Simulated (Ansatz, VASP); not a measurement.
# One calculation of SnO2, two programs

INCAR

```
PREC = Accurate
ENCUT = 520
EDIFF = 1E-6
ISMEAR = 0
SIGMA = 0.05
LREAL = F
LASPH = T
NELM = 80
ALGO = Normal
ISIF = 2
LWAVE = F
LCHARG = T
GGA = PS
LELF = T
LVHAR = T
NBANDS = 20
```

Contents of KPOINTS:

```
regular mesh
0
Gamma
  12 12 12
```

File POSCAR:

```
SnO2
1.0
    1.5763225363      0.9100902406      4.3304882037
   -1.5763225363      0.9100902406      4.3304882037
    0.0000000000     -1.8201804813      4.3304882037
Sn O
1 2
Direct
    0.5000000000      0.5000000000      0.5000000000
    0.2287404228      0.2287404228      0.2287404228
    0.7712595772      0.7712595772      0.7712595772
```

Input for Ansatz:

```yaml
crystal:
  lattice:
    - [1.5763225363, 0.9100902406, 4.3304882037]
    - [-1.5763225363, 0.9100902406, 4.3304882037]
    - [0.0, -1.8201804813, 4.3304882037]
  atoms:
    - { symbol: Sn, position: [0.5, 0.5, 0.5] }
    - { symbol: O, position: [0.2287404228, 0.2287404228, 0.2287404228] }
    - { symbol: O, position: [0.7712595772, 0.7712595772, 0.7712595772] }
basis:
  ecutwfc: 520.0
kpoints:
  mp_grid: { grid: [12, 12, 12] }
hamiltonian:
  xc: pbesol
  pseudopotentials: { kind: paw, azcp: { folder: soft_1 } }
scf:
  occupations: { method: gaussian, width: 0.05 }
output:
  forces: true
  stress: true
  eigenvalues: true
```

Alike in both runs: task single point; functional PBEsol; k mesh 12 × 12 × 12; occupations gaussian, width 0.05 eV; no spin polarisation.

```csv
,VASP,Ansatz
version,VASP 6.6.1,Ansatz 0.2.0
potentials or method,"VASP PAW PBE potentials, release 64 (Sn_d, O)","scalar-relativistic, plane waves, PAW"
plane-wave cutoff (eV),520,520
valence electrons in the cell,26,26
```

```tsv
	VASP	Ansatz	Ansatz less VASP
gap on the k mesh at the Fermi level (eV)	2.71	2.71	+0.004
least direct gap on the mesh (eV)	3.43	3.42	-0.008
rms of the force components (eV/Å)	1.716	1.674	-0.0415
```

Atom by atom the forces differ by 0.042 eV/Å (rms over components). Ansatz warned: «pseudo_functional_mismatch».

Caveats: the PAW data sets were made with another functional, which shifts forces and pressure a little (VASP); spin-orbit coupling is left out, which moves the levels of the heavy elements. A k mesh can miss the band edges.
